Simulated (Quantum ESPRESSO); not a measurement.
Crystal: GaN.

```
Ga N
1.0
     0.00000    2.25350    2.25350
     2.25350    0.00000    2.25350
     2.25350    2.25350    0.00000
Ga N
1 1
Cartesian
  0.0000 0.0000 0.0000
  1.1268 1.1268 1.1268
```

The cell is a database's computed one.

Base run:

| Item | Value |
| --- | --- |
| Program | Quantum ESPRESSO 7.5 |
| Functional | PBE |
| Potentials or basis | PseudoDojo 0.4.1 SR PBE standard |
| Cutoff | 1143 eV |
| Density cutoff | 4572 eV |
| k mesh | 6 × 6 × 6 |
| Occupations | fixed |
| Spin | no spin polarisation |

Its results: band gap on the k mesh, mean-field level 1.76 eV, direct.

The run is repeated on the same cell with these changes: functional from PBE to PBEsol; potentials or basis from PseudoDojo 0.4.1 SR PBE standard to PseudoDojo 0.4.1 SR PBEsol standard. What comes out?

Band gap on the k mesh, mean-field level 1.71 eV, direct.

